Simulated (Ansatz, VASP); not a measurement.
**Two plane-wave programs on InSb**

```xyz
2
Lattice="0.0000 3.2391 3.2391 3.2391 0.0000 3.2391 3.2391 3.2391 0.0000" Properties=species:S:1:pos:R:3 pbc="T T T"
In    0.0000    0.0000    0.0000
Sb    4.8586    4.8586    4.8586
```

Alike in both runs: task electric field gradients; functional r2SCAN; k mesh 9 × 9 × 9; occupations fermi-dirac, width 0.05 eV; no spin polarisation.

|  | VASP | Ansatz |
| --- | --- | --- |
| version | VASP 6.6.1 | Ansatz 0.2.0 |
| potentials or method | VASP PAW PBE potentials, release 64 (In_d, Sb) | PAW with Ansatz's default frozen-core files, scalar-relativistic |
| plane-wave cutoff (eV) | 520 | 500 |
| valence electrons in the cell | 18 | 28 |

|  | VASP | Ansatz | Ansatz less VASP |
| --- | --- | --- | --- |
| pressure (GPa) | 1.7 | 1.7 | -0.01 |
| Vzz of the field gradient on the site that differs most (V/Å²) | 0.0 | 0.0 | 0.00 |

The two sets of potentials don't hold the same shells in valence. Ansatz warned: «gradients_without_spin_orbit».

Caveats: the PAW data sets were made with another functional, which shifts forces and pressure a little (VASP).
